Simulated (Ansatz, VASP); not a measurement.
Two plane-wave programs on SnSe2

INCAR

```
PREC = Accurate
ENCUT = 520
EDIFF = 1E-6
ISMEAR = 0
SIGMA = 0.05
LREAL = F
LASPH = T
NELM = 80
ALGO = Normal
ISIF = 2
LWAVE = F
LCHARG = F
GGA = PS
NBANDS = 20
```

File KPOINTS:

```
regular mesh
0
Gamma
  12 12 6
```

The input POSCAR:

```
SnSe2
1.0
    3.7043558560      0.0000000000      0.0000000000
   -1.8521779280      3.3072848206      0.0000000000
    0.0000000000      0.0000000000      6.1455711062
Sn Se
1 2
Direct
    0.0000000000      0.0000000000      0.0000000000
    0.3333333333      0.6666666667      0.2580716066
    0.6666666667      0.3333333333      0.7419283934
```

Input for Ansatz:

```yaml
crystal:
  lattice:
    - [3.704355856, 0.0, 0.0]
    - [-1.852177928, 3.3072848206, 0.0]
    - [0.0, 0.0, 6.1455711062]
  atoms:
    - { symbol: Sn, position: [0.0, 0.0, 0.0] }
    - { symbol: Se, position: [0.3333333333, 0.6666666667, 0.2580716066] }
    - { symbol: Se, position: [0.6666666667, 0.3333333333, 0.7419283934] }
basis:
  ecutwfc: 420
kpoints:
  mp_grid: { grid: [12, 12, 6] }
hamiltonian:
  xc: pbesol
scf:
  occupations: { method: gaussian, width: 0.05 }
output:
  forces: true
  stress: true
  eigenvalues: true
```

Change from the starting cell: strain -0.0300 x Voigt [1, 0, 0, 0, 0, 0], atoms carried along.

Alike in both runs: task single point; functional PBEsol; k mesh 12 × 12 × 6; occupations gaussian, width 0.05 eV; no spin polarisation.

|  | VASP | Ansatz |
| --- | --- | --- |
| version | VASP 6.6.1 | Ansatz 0.2.0 |
| potentials or method | VASP PAW PBE potentials, release 64 (Sn_d, Se) | scalar-relativistic, plane waves, PAW |
| plane-wave cutoff (eV) | 520 | 420 |
| valence electrons in the cell | 26 | 46 |

Ansatz gave:

| Item | Value |
| --- | --- |
| gap on the k mesh at the Fermi level (eV) | 0.38 |
| least direct gap on the mesh (eV) | 1.11 |
| pressure (GPa) | 2.2 |
| largest component of the traceless stress (GPa) | 1.68 |
| rms of the force components (eV/Å) | 0.087 |

Task: What did VASP give for the same quantities?

Result: gap on the k mesh at the Fermi level (eV): 0.38; least direct gap on the mesh (eV): 1.11; pressure (GPa): 2.4; largest component of the traceless stress (GPa): 1.67; rms of the force components (eV/Å): 0.097.

Atom by atom the forces differ by 0.010 eV/Å (rms over components). The two sets of potentials don't hold the same shells in valence.

Caveats: the PAW data sets were made with another functional, which shifts forces and pressure a little (VASP); spin-orbit coupling is left out, which moves the levels of the heavy elements; the cell's inner coordinates are idealised or old, which leaves forces on the atoms; this functional lacks dispersion, which binds the layers, so the pressure and a relaxed spacing across them are unreliable.
